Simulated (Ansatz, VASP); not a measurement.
# TiC: VASP beside Ansatz

```xyz
2
Lattice="0.0000 2.1712 2.1712 2.1712 0.0000 2.1712 2.1712 2.1712 0.0000" Properties=species:S:1:pos:R:3 pbc="T T T"
Ti    0.0000    0.0000    0.0000
C     2.1712    2.1712    2.1712
```

Change from the starting cell: volume scaled by 1.01.

Alike in both runs: task single point; functional PBE; k mesh 16 × 16 × 16; occupations fermi-dirac, width 0.03 eV; no spin polarisation.

|  | VASP | Ansatz |
| --- | --- | --- |
| version | VASP 6.6.1 | Ansatz 0.2.0 |
| potentials or method | VASP PAW PBE potentials, release 64 (Ti_sv, C), cutoff 520 eV | all-electron LAPW, scalar-relativistic |

VASP gave:

| Quantity | Value |
| --- | --- |
| pressure (GPa) | -1.5 |

Task: Estimate Ansatz's values.

Result: Pressure (GPa): -1.6.

Ansatz ran all-electron here, so the differences hold the error of VASP's frozen core and of both bases.
